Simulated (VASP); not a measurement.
# P in VASP: further runs, part 2 of 2

VASP 6.6.1. The steps go on from the part before.

## (4) Single point, PBE

File INCAR:

```
PREC = Accurate
ENCUT = 340
EDIFF = 1E-6
ISMEAR = 0
SIGMA = 0.1
LREAL = False
LASPH = True
NELM = 100
ALGO = Normal
ISIF = 2
LWAVE = False
LCHARG = False
GGA = PE
ADDGRID = False
```

File KPOINTS:

```
regular mesh
0
Gamma
  17 17 9
```

File POSCAR:

```
P
1.0
    2.4246941115      0.0000000000      0.0000000000
    0.0000000000      2.4385351442      0.0000000000
   -0.0203144631      0.0000000000      4.8524328982
P
2
Direct
   -0.0009640000     -0.0137570000      0.7520410000
    1.0088450000      0.0001830000      0.2407300000
```

Potentials or basis: VASP PAW PBE potentials, release 64 (P).

Command:

```console
> cat potpaw_PBE.64/P/POTCAR > POTCAR
> mpirun -np 1 vasp_std > vasp.out
```

OUTCAR:

```text
PREC = Accurate
   ENCUT = 340
   EDIFF = 1E-6
   ISMEAR = 0
   LREAL = False
   LASPH = True
   NELM = 100
   ISIF = 2
   GGA = PE

 Found   1301 irreducible k-points:

 Following reciprocal coordinates:
            Coordinates               Weight
  0.000000  0.000000  0.000000      1.000000
  0.058824  0.000000  0.000000      2.000000
  0.117647  0.000000  0.000000      2.000000
  0.176471  0.000000 -0.000000      2.000000
  0.235294  0.000000  0.000000      2.000000
  0.294118  0.000000  0.000000      2.000000
   k-points           NKPTS =   1301   k-points in BZ     NKDIM =   1301   number of bands    NBANDS=      9
   number of dos      NEDOS =    301   number of ions     NIONS =      2
   total plane-waves  NPLWV =   7680
   dimension x,y,z NGX =    16 NGY =   16 NGZ =   30
   dimension x,y,z NGXF=    32 NGYF=   32 NGZF=   60
   ions per type =               2
   NGX,Y,Z   is equivalent  to a cutoff of  10.97, 10.91, 10.28 a.u.
   NGXF,Y,Z  is equivalent  to a cutoff of  21.94, 21.82, 20.56 a.u.
 SYSTEM =  unknown system
   PREC   = accura    normal or accurate (medium, high low for compatibility)
   ISTART =      0    job   : 0-new  1-cont  2-samecut
   ICHARG =      2    charge: 1-file 2-atom 10-const
   ISPIN  =      1    spin polarized calculation?
   LNONCOLLINEAR =      F non collinear calculations
   LSORBIT =      F    spin-orbit coupling
   LASPH  =      T    aspherical Exc in radial PAW
   ENCUT  =  340.0 eV  24.99 Ry    5.00 a.u.   3.65  3.67  7.30*2*pi/ulx,y,z
   NELM   =    100;   NELMIN=  2; NELMDL= -5     # of ELM steps
   EDIFF  = 0.1E-05   stopping-criterion for ELM
   LREAL  =      F    real-space projection
   EDIFFG = 0.1E-04   stopping-criterion for IOM
   NSW    =      0    number of steps for IOM
   IBRION =     -1    ionic relax: 0-MD 1-quasi-New 2-CG
   NFREE  =      0    steps in history (QN), initial steepest desc. (CG)
   ISIF   =      2    stress and relaxation
   ISYM   =      2    0-nonsym 1-usesym 2-fastsym
   POTIM  = 0.5000    time-step for ionic-motion
   TEBEG  =    0.0;   TEEND  =   0.0 temperature during run
   PSTRESS=    0.0 pullay stress
   NELECT =      10.0000    total number of electrons
   NUPDOWN=      -1.0000    fix difference up-down
   EMIN   =  10.00;   EMAX   =-10.00  energy-range for DOS
   EFERMI =   0.00;   METHOD = LEGACY
   ISMEAR =     0;   SIGMA  =   0.10  broadening in eV -4-tet -1-fermi 0-gaus
   EFERMI_NEDOS =   21; number of points for ismear=-14 and -15
   IALGO  =     38    algorithm
   IMIX   =      4    mixing-type and parameters
     AMIX     =   0.40;   BMIX     =  1.00
     AMIX_MAG =   1.60;   BMIX_MAG =  1.00
  volume/ion in A,a.u.               =      14.35        96.81
  Fermi-wavevector in a.u.,A,eV,Ry     =   1.152107  2.177167 18.059715  1.327352
  Thomas-Fermi vector in A             =   2.288761
   LORBIT       =      0    0 simple, 1 ext, 2 COOP (PROOUT), +10 PAW based schemes
   GGA     = PE    functional components
   LHFCALC =     F    Hartree Fock is set to
   AEXX    =    0.0000 exact exchange contribution
   IVDW    =     0    specifies the selected vdW correction
   LEPSILON=     F    determine dielectric tensor
   LRPA    =     F    only Hartree local field effects (RPA)
 non-spin polarized calculation
 Gauss-broadening in eV      SIGMA  =   0.10
  energy-cutoff  :      340.00
  volume of cell :       28.69
 maximum number of plane-waves:       422
   NGX =  7   NGY =  7   NGZ = 15

 number of electron      10.0000001 magnetization

 Free energy of the ion-electron system (eV)
  ---------------------------------------------------
  ext. energy  EPLUGINS =         0.00000000
  ---------------------------------------------------
  free energy    TOTEN  =       -10.53745693 eV

  energy without entropy =      -10.53428193  energy(sigma->0) =      -10.53586943

 E-fermi :   9.7900     XC(G=0): -11.3428

 val. band max:        9.7882146420   @ k =  -0.1176   0.2941  -0.4444
 cond. band min:       9.7907562503   @ k =  -0.4706   0.2941   0.4444
 fundamental gap:      0.0025416083
 Fermi energy:         9.7899756018

 k-point     1 :       0.0000    0.0000    0.0000
  band No.  band energies     occupation
      1      -6.8127      2.00000
      2      -2.3656      2.00000
      3       1.0646      2.00000
      4      14.7932      0.00000
      5      15.0181      0.00000
      6      15.0446      0.00000
      7      16.5919      0.00000
      8      16.6626      0.00000
      9      17.7320      0.00000
[... 49 lines left out ...]
 k-point     6 :       0.2941    0.0000    0.0000
  band No.  band energies     occupation
      1      -4.8527      2.00000
      2      -0.3779      2.00000
      3       2.7857      2.00000
      4       5.3648      2.00000
      5       9.0703      2.00000
      6      14.5206      0.00000
      7      16.2790      0.00000
      8      16.5186      0.00000
      9      18.0437      0.00000

 [... further k-points ...]

------------------------ aborting loop because EDIFF is reached ----------------------------------------

  FORCE on cell =-STRESS in cart. coord.  units (eV):
  Direction    XX          YY          ZZ          XY          YZ          ZX
  --------------------------------------------------------------------------------------
  -------------------------------------------------------------------------------------
  Total        0.4700685      0.1668093      0.4573608     -0.0046779     -0.0140691      0.0368009
  in kB       26.2498134      9.3150534     25.5401831     -0.2612241     -0.7856538      2.0550530
  external PRESSURE =      20.3683500 kB  Pullay stress =       0.0000000 kB

 VOLUME and BASIS-vectors are now :
 -----------------------------------------------------------------------------
  energy-cutoff  :      340.00
  volume of cell :       28.69
      direct lattice vectors                 reciprocal lattice vectors
     2.424694112  0.000000000  0.000000000     0.412423157  0.000000000  0.001726589
     0.000000000  2.438535144  0.000000000     0.000000000  0.410082259  0.000000000
    -0.020314463  0.000000000  4.852432898     0.000000000  0.000000000  0.206082190

 POSITION                                       TOTAL-FORCE (eV/Angst)
 -----------------------------------------------------------------------------------
      2.40708      2.40499      3.64923         0.043665      0.063760     -0.117984
      0.01656      0.00045      1.16813        -0.043665     -0.063760      0.117984
 -----------------------------------------------------------------------------------
    total drift:                                0.000003     -0.000000      0.000018

  FREE ENERGIE OF THE ION-ELECTRON SYSTEM (eV)
  ---------------------------------------------------
  free  energy   TOTEN  =       -10.5374569252 eV

  energy  without entropy=      -10.5342819327  energy(sigma->0) =      -10.53586943
```

Wall time 2.2 min (1 thread of Intel Xeon Platinum 8259CL at 2.50GHz (Skylake/Cascade Lake), shared host); peak memory 0.25 GiB.

The run converged, but some of its settings lie outside the range that counts as converged, so its numbers aren't taken as properties of the crystal.

Results:

```yaml
Free_energy: -10.5375 eV
Pressure: 2.0 GPa
Largest_force: 0.141 eV/Å
Band_gap_on_the_k_mesh: none (metal or under the smearing width)
```
